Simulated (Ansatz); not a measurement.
Input and command of a plane-wave DFT calculation in Ansatz:

```yaml
crystal:
  lattice:
    - [-1.63384, 1.63384, 1.50816]
    - [1.63384, -1.63384, 1.50816]
    - [1.63384, 1.63384, -1.50816]
  atoms:
    - { symbol: Mo, position: [0.0, 0.0, 0.0] }
basis:
  ecutwfc: 420
kpoints:
  mp_grid: { grid: [22, 22, 22] }
hamiltonian:
  xc: pbe
scf:
  occupations: { method: gaussian, width: 0.15 }
output:
  forces: true
  stress: true
  eigenvalues: true
```

```bash
ansatz run input.yaml --threads 1 --pin off --max-ram 2560MiB --backend cpu --events-out ev --progress --plain --runs-dir out
```

Processor: Intel(R) Xeon(R) Platinum 8259CL CPU @ 2.50GHz (Skylake/Cascade Lake), 1 thread, on a host shared with other jobs.

How long does it run, and how much memory does it take?

About 7.8 s on 1 thread of Intel(R) Xeon(R) Platinum 8259CL CPU @ 2.50GHz (Skylake/Cascade Lake), on a shared host, peak memory 0.53 GiB. It solves 11 bands at 834 k points (the mesh reduced by symmetry) with about 313 plane waves, in 6 SCF iterations.
